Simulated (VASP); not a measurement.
# NbC (Fm-3m) in VASP: further runs

One crystal, NbC, is run at these levels: PBE; tasks: relaxation of cell and atoms.

Program: VASP 6.6.1. These are calculated values, not measurements. Logs are shortened: lines on timing, memory, paths and dates and some standing lists are left out, and cuts for length are marked.

### Step 1. Starting point

The structure is cubic, space group Fm-3m (No. 225). Conventional cell: a = 4.469 Å, b = 4.469 Å, c = 4.469 Å, α = 90.00°, β = 90.00°, γ = 90.00°. Nb (site symmetry m-3m) is surrounded by 6 C at 2.23 Å. Around C (site symmetry m-3m) lie 6 Nb at 2.23 Å.

### Step 2. Relaxation of cell and atoms, PBE

The input, INCAR:

```
SYSTEM = NbC
PREC = Accurate ; ENCUT = 520
EDIFF = 1E-7 ; ISMEAR = 0
SIGMA = 0.1 ; LREAL = .False.
LASPH = .True. ; NELM = 60
ALGO = Normal ; ISIF = 3
LWAVE = .False. ; LCHARG = .False.
GGA = PE ; IBRION = 2
NSW = 80 ; EDIFFG = -0.002
AMIX = 0.2
```

The input, KPOINTS:

```
Automatic mesh
0
Gamma
  16 16 16
  0 0 0
```

The input, POSCAR:

```
NbC
1.0
    0.0000000000      2.2345500000      2.2345500000
    2.2345500000      0.0000000000      2.2345500000
    2.2345500000      2.2345500000      0.0000000000
Nb C
1 1
Direct
    0.0000000000      0.0000000000      0.0000000000
    0.5000000000      0.5000000000      0.5000000000
```

Potentials or basis: VASP PAW PBE potentials, release 64 (Nb_sv, C).

Run with:

```
> cat potpaw_PBE.64/Nb_sv/POTCAR potpaw_PBE.64/C/POTCAR > POTCAR
> mpirun -np 1 vasp_std > vasp.out
```

OUTCAR:

```text
SYSTEM = NbC
   PREC = Accurate
   ENCUT = 520
   EDIFF = 1E-7
   ISMEAR = 0
   LREAL = .False.
   LASPH = .True.
   NELM = 60
   ISIF = 3
   GGA = PE
   IBRION = 2
   NSW = 80
   EDIFFG = -0.002
   AMIX = 0.2

 ion  position               nearest neighbor table
   1  0.000  0.000  0.000-   2 2.23   2 2.23   2 2.23   2 2.23   2 2.23   2 2.23
   2  0.500  0.500  0.500-   1 2.23   1 2.23   1 2.23   1 2.23   1 2.23   1 2.23

  LATTYP: Found a face centered cubic cell.
 ALAT       =     4.4691000000

  Lattice vectors:

 A1 = (   0.0000000000,   2.2345500000,   2.2345500000)
 A2 = (   2.2345500000,   0.0000000000,   2.2345500000)
 A3 = (   2.2345500000,   2.2345500000,   0.0000000000)

Analysis of symmetry for initial positions (statically):
=====================================================================
 Subroutine PRICEL returns:
 Original cell was already a primitive cell.

 Routine SETGRP: Setting up the symmetry group for a
 face centered cubic supercell.

 Subroutine GETGRP returns: Found 48 space group operations
 (whereof 48 operations were pure point group operations)
 out of a pool of 48 trial point group operations.

The static configuration has the point symmetry O_h .

Analysis of symmetry for dynamics (positions and initial velocities):
=====================================================================
 Subroutine PRICEL returns:
 Original cell was already a primitive cell.

 Routine SETGRP: Setting up the symmetry group for a
 face centered cubic supercell.

 Subroutine GETGRP returns: Found 48 space group operations
 (whereof 48 operations were pure point group operations)
 out of a pool of 48 trial point group operations.

The dynamic configuration has the point symmetry O_h .

 Subroutine INISYM returns: Found 48 space group operations
 (whereof 48 operations are pure point group operations),
 and found     1 'primitive' translations

----------------------------------------------------------------------------------------

                                     Primitive cell

  volume of cell :      22.3152

  direct lattice vectors                    reciprocal lattice vectors
     0.000000000  2.234550000  2.234550000    -0.223758699  0.223758699  0.223758699
     2.234550000  0.000000000  2.234550000     0.223758699 -0.223758699  0.223758699
     2.234550000  2.234550000  0.000000000     0.223758699  0.223758699 -0.223758699

  length of vectors
     3.160130916  3.160130916  3.160130916     0.387561435  0.387561435  0.387561435

  position of ions in fractional coordinates (direct lattice)
     0.000000000  0.000000000  0.000000000
     0.500000000  0.500000000  0.500000000

  ion indices of the primitive-cell ions
   primitive index   ion index
                 1           1
                 2           2

----------------------------------------------------------------------------------------

 KPOINTS: Automatic mesh

Automatic generation of k-mesh.
 Grid dimensions read from file:
 generate k-points for:   16   16   16

 Generating k-lattice:

  Cartesian coordinates                     Fractional coordinates (reciprocal lattice)
    -0.013984919  0.013984919  0.013984919     0.062500000  0.000000000  0.000000000
     0.013984919 -0.013984919  0.013984919     0.000000000  0.062500000  0.000000000
     0.013984919  0.013984919 -0.013984919     0.000000000  0.000000000  0.062500000

  Length of vectors
     0.024222590  0.024222590  0.024222590

  Shift w.r.t. Gamma in fractional coordinates (k-lattice)
     0.000000000  0.000000000  0.000000000

 Subroutine IBZKPT returns following result:
 ===========================================

 Found    145 irreducible k-points:

 Following reciprocal coordinates:
            Coordinates               Weight
  0.000000  0.000000  0.000000      1.000000
  0.062500  0.000000  0.000000      8.000000
  0.125000  0.000000  0.000000      8.000000
  0.187500  0.000000  0.000000      8.000000
  0.250000  0.000000  0.000000      8.000000
  0.312500  0.000000  0.000000      8.000000
[... 16 lines left out ...]
 -0.125000  0.062500  0.000000     24.000000
 -0.062500  0.062500  0.000000     12.000000
 [... further k-points ...]
   k-points           NKPTS =    145   k-points in BZ     NKDIM =    145   number of bands    NBANDS=     12
   number of dos      NEDOS =    301   number of ions     NIONS =      2
   total plane-waves  NPLWV =  13824
   dimension x,y,z NGX =    24 NGY =   24 NGZ =   24
   dimension x,y,z NGXF=    48 NGYF=   48 NGZF=   48
   ions per type =               1   1
   NGX,Y,Z   is equivalent  to a cutoff of  12.63, 12.63, 12.63 a.u.
   NGXF,Y,Z  is equivalent  to a cutoff of  25.25, 25.25, 25.25 a.u.
 SYSTEM =  NbC
   PREC   = accura    normal or accurate (medium, high low for compatibility)
   ISTART =      0    job   : 0-new  1-cont  2-samecut
   ICHARG =      2    charge: 1-file 2-atom 10-const
   ISPIN  =      1    spin polarized calculation?
   LNONCOLLINEAR =      F non collinear calculations
   LSORBIT =      F    spin-orbit coupling
   LASPH  =      T    aspherical Exc in radial PAW
   ENCUT  =  520.0 eV  38.22 Ry    6.18 a.u.   5.88  5.88  5.88*2*pi/ulx,y,z
   NELM   =     60;   NELMIN=  2; NELMDL= -5     # of ELM steps
   EDIFF  = 0.1E-06   stopping-criterion for ELM
   LREAL  =      F    real-space projection
   EDIFFG = -.2E-02   stopping-criterion for IOM
   NSW    =     80    number of steps for IOM
   IBRION =      2    ionic relax: 0-MD 1-quasi-New 2-CG
   NFREE  =      1    steps in history (QN), initial steepest desc. (CG)
   ISIF   =      3    stress and relaxation
   ISYM   =      2    0-nonsym 1-usesym 2-fastsym
   POTIM  = 0.5000    time-step for ionic-motion
   TEBEG  =    0.0;   TEEND  =   0.0 temperature during run
   PSTRESS=    0.0 pullay stress
   NELECT =      17.0000    total number of electrons
   NUPDOWN=      -1.0000    fix difference up-down
   EMIN   =  10.00;   EMAX   =-10.00  energy-range for DOS
   EFERMI =   0.00;   METHOD = LEGACY
   ISMEAR =     0;   SIGMA  =   0.10  broadening in eV -4-tet -1-fermi 0-gaus
   EFERMI_NEDOS =   21; number of points for ismear=-14 and -15
   IALGO  =     38    algorithm
   IMIX   =      4    mixing-type and parameters
     AMIX     =   0.20;   BMIX     =  1.00
     AMIX_MAG =   0.80;   BMIX_MAG =  1.00
  volume/ion in A,a.u.               =      11.16        75.30
  Fermi-wavevector in a.u.,A,eV,Ry     =   1.495172  2.825465 30.416346  2.235538
  Thomas-Fermi vector in A             =   2.607351
   LORBIT       =      0    0 simple, 1 ext, 2 COOP (PROOUT), +10 PAW based schemes
   GGA     = PE    functional components
   LHFCALC =     F    Hartree Fock is set to
   AEXX    =    0.0000 exact exchange contribution
   IVDW    =     0    specifies the selected vdW correction
   LEPSILON=     F    determine dielectric tensor
   LRPA    =     F    only Hartree local field effects (RPA)
 conjugate gradient relaxation of ions
 non-spin polarized calculation
 Gauss-broadening in eV      SIGMA  =   0.10
  energy-cutoff  :      520.00
  volume of cell :       22.32
 maximum number of plane-waves:       620
   NGX = 11   NGY = 11   NGZ = 11

--------------------------------------- Ionic step        1  -------------------------------------------

 number of electron      16.9999999 magnetization

 Free energy of the ion-electron system (eV)
  ---------------------------------------------------
  ext. energy  EPLUGINS =         0.00000000
  ---------------------------------------------------
  free energy    TOTEN  =       -20.54515134 eV

  energy without entropy =      -20.54151087  energy(sigma->0) =      -20.54333110

------------------------ aborting loop because EDIFF is reached ----------------------------------------

  FORCE on cell =-STRESS in cart. coord.  units (eV):
  Direction    XX          YY          ZZ          XY          YZ          ZX
  --------------------------------------------------------------------------------------
  -------------------------------------------------------------------------------------
  Total        0.3907567      0.3907567      0.3907567     -0.0000000     -0.0000000      0.0000000
  in kB       28.0554241     28.0554241     28.0554241     -0.0000000     -0.0000000      0.0000000
  external PRESSURE =      28.0554241 kB  Pullay stress =       0.0000000 kB

 VOLUME and BASIS-vectors are now :
 -----------------------------------------------------------------------------
  energy-cutoff  :      520.00
  volume of cell :       22.32
      direct lattice vectors                 reciprocal lattice vectors
     0.000000000  2.234550000  2.234550000    -0.223758699  0.223758699  0.223758699
     2.234550000  0.000000000  2.234550000     0.223758699 -0.223758699  0.223758699
     2.234550000  2.234550000  0.000000000     0.223758699  0.223758699 -0.223758699
[... 37 lines left out ...]
 POSITION                                       TOTAL-FORCE (eV/Angst)
 -----------------------------------------------------------------------------------
      2.25561      0.00000      2.25561         0.000000      0.000000      0.000000
      2.25561      2.25561      2.25561        -0.000000     -0.000000     -0.000000
 -----------------------------------------------------------------------------------
    total drift:                                0.000000     -0.000000     -0.000000

  FREE ENERGIE OF THE ION-ELECTRON SYSTEM (eV)
  ---------------------------------------------------
  free  energy   TOTEN  =       -20.5394192072 eV

  energy  without entropy=      -20.5356504505  energy(sigma->0) =      -20.53753483

--------------------------------------- Ionic step        3  -------------------------------------------

 number of electron      16.9999999 magnetization

 Free energy of the ion-electron system (eV)
  ---------------------------------------------------
  ext. energy  EPLUGINS =         0.00000000
  ---------------------------------------------------
  free energy    TOTEN  =       -20.54693377 eV

  energy without entropy =      -20.54325170  energy(sigma->0) =      -20.54509273

 E-fermi :  12.4309     XC(G=0): -13.0402

 val. band max:       12.3917792077   @ k =  -0.1875   0.1875   0.0000
 cond. band min:      12.4517523760   @ k =  -0.3750   0.4375   0.1250
 fundamental gap:      0.0599731683
 Fermi energy:        12.4308948336

 k-point     1 :       0.0000    0.0000    0.0000
  band No.  band energies     occupation
      1     -43.3331      2.00000
      2     -19.0453      2.00000
      3     -19.0453      2.00000
      4     -19.0453      2.00000
      5      -0.9553      2.00000
      6      11.1537      2.00000
      7      11.1537      2.00000
      8      11.1537      2.00000
      9      12.2335      1.99474
     10      12.2335      1.99474
     11      12.2335      1.99474
     12      12.7920      0.00000

 k-point     2 :       0.0625    0.0000    0.0000
  band No.  band energies     occupation
      1     -43.3293      2.00000
      2     -19.0782      2.00000
      3     -19.0483      2.00000
      4     -19.0483      2.00000
      5      -0.8571      2.00000
      6      10.6936      2.00000
      7      10.9840      2.00000
      8      10.9840      2.00000
      9      11.6580      2.00000
     10      11.6580      2.00000
     11      12.4980      0.34253
     12      13.7315      0.00000
[... 316 lines left out ...]
 k-point    24 :      -0.0625    0.0625    0.0000
  band No.  band energies     occupation
      1     -43.3230      2.00000
      2     -19.1236      2.00000
      3     -19.0669      2.00000
      4     -19.0472      2.00000
      5      -0.6980      2.00000
      6      10.2640      2.00000
      7      10.4031      2.00000
      8      10.5000      2.00000
      9      11.2998      2.00000
     10      12.1231      1.99999
     11      12.8859      0.00000
     12      13.8705      0.00000

 [... further k-points ...]

------------------------ aborting loop because EDIFF is reached ----------------------------------------

  FORCE on cell =-STRESS in cart. coord.  units (eV):
  Direction    XX          YY          ZZ          XY          YZ          ZX
  --------------------------------------------------------------------------------------
  -------------------------------------------------------------------------------------
  Total       -0.0011907     -0.0011907     -0.0011907     -0.0000000     -0.0000000     -0.0000000
  in kB       -0.0847028     -0.0847028     -0.0847028     -0.0000000     -0.0000000     -0.0000000
  external PRESSURE =      -0.0847028 kB  Pullay stress =       0.0000000 kB

 VOLUME and BASIS-vectors are now :
 -----------------------------------------------------------------------------
  energy-cutoff  :      520.00
  volume of cell :       22.52
      direct lattice vectors                 reciprocal lattice vectors
    -0.000000000  2.241418480  2.241418480    -0.223073025  0.223073025  0.223073025
     2.241418480  0.000000000  2.241418480     0.223073025 -0.223073025  0.223073025
     2.241418480  2.241418480  0.000000000     0.223073025  0.223073025 -0.223073025

 POSITION                                       TOTAL-FORCE (eV/Angst)
 -----------------------------------------------------------------------------------
      0.00000      0.00000      0.00000         0.000000     -0.000000      0.000000
      2.24142      2.24142      2.24142        -0.000000      0.000000     -0.000000
 -----------------------------------------------------------------------------------
    total drift:                                0.000000     -0.000000     -0.000000

  FREE ENERGIE OF THE ION-ELECTRON SYSTEM (eV)
  ---------------------------------------------------
  free  energy   TOTEN  =       -20.5469337671 eV

  energy  without entropy=      -20.5432516988  energy(sigma->0) =      -20.54509273

 reached required accuracy - stopping structural energy minimisation
```

Wall time 40 s (1 thread of Intel Xeon 6975P-C (Granite Rapids), shared host); peak memory 0.17 GiB.

Results:

| Item | Value |
| --- | --- |
| Free energy | -20.5469 eV |
| Relaxed volume | 11.26 Å³/atom |
| Relaxed cell | a = 3.170 Å, b = 3.170 Å, c = 3.170 Å, α = 60.00°, β = 60.00°, γ = 60.00° |
| Space group after relaxing (to 0.05 Å) | Fm-3m (No. 225) |
| Energy gained by relaxing | 0.9 meV/atom |
| Ionic steps | 3 |
| Pressure after relaxing | 0.0 GPa |
| Band gap on the k mesh | none (metal or under the smearing width) |

The path:
```tsv
step	energy change (eV)	largest force (eV/Å)	pressure (GPa)	volume (Å³)
1	0.0000	0.0000	2.81	22.32
2	0.0057	0.0000	-5.48	22.95
3	-0.0018	0.0000	-0.01	22.52
```

Final structure:
```
Nb C
1.0
     0.00000    2.24142    2.24142
     2.24142    0.00000    2.24142
     2.24142    2.24142    0.00000
Nb C
1 1
Direct
  0.00000 0.00000 0.00000
  0.50000 0.50000 0.50000
```

### Step 3. Relaxation of cell and atoms, PBE

This run uses another cell than the first one, of 11.26 Å³/atom, 1.009 times its volume.

INCAR is that of step 2.

KPOINTS is that of step 2.

The input, POSCAR:

```
NbC                                     
1.0
   -0.0000000000      2.2414184802      2.2414184802
    2.2414184802      0.0000000000      2.2414184802
    2.2414184802      2.2414184802      0.0000000000
  Nb              C             
     1     1
Direct
     0.0000000000000000    0.0000000000000000    0.0000000000000000
     0.5000000000000000    0.5000000000000000    0.5000000000000000
```

Potentials or basis: VASP PAW PBE potentials, release 64 (Nb_sv, C).

Run with:

```
> cat potpaw_PBE.64/Nb_sv/POTCAR potpaw_PBE.64/C/POTCAR > POTCAR
> mpirun -np 1 vasp_std > vasp.out
```

Run time: 15 s. Hardware: 1 thread of Intel Xeon 6975P-C (Granite Rapids), shared host; peak memory 0.17 GiB.

Results (log left out):

| Quantity | Value |
| --- | --- |
| Free energy | -20.5471 eV |
| Pressure after relaxing | 0.0 GPa |
| Band gap on the k mesh | none (metal or under the smearing width) |

Final structure:
```
Nb C
1.0
     0.00000    2.24142    2.24142
     2.24142    0.00000    2.24142
     2.24142    2.24142    0.00000
Nb C
1 1
Direct
  0.00000 0.00000 0.00000
  0.50000 0.50000 0.50000
```

Levels at points of the mesh, in eV from the Fermi level:
| k point | band 6 | band 7 | band 8 | band 9 | band 10 | band 11 | band 12 |
| --- | --- | --- | --- | --- | --- | --- | --- |
| (0.00, 0.00, 0.00) | -1.28 | -1.28 | -1.28 | -0.20 | -0.20 | -0.20 | 0.36 |
| (0.50, 0.00, 0.00) | -7.49 | -5.06 | -5.06 | 2.12 | 2.12 | 3.53 | 5.78 |
| (0.50, 0.50, 0.00) | -4.11 | -3.84 | -1.29 | -1.29 | 1.97 | 3.20 | 3.20 |

Caveat: the relaxation stopped at its first step, so nothing moved.
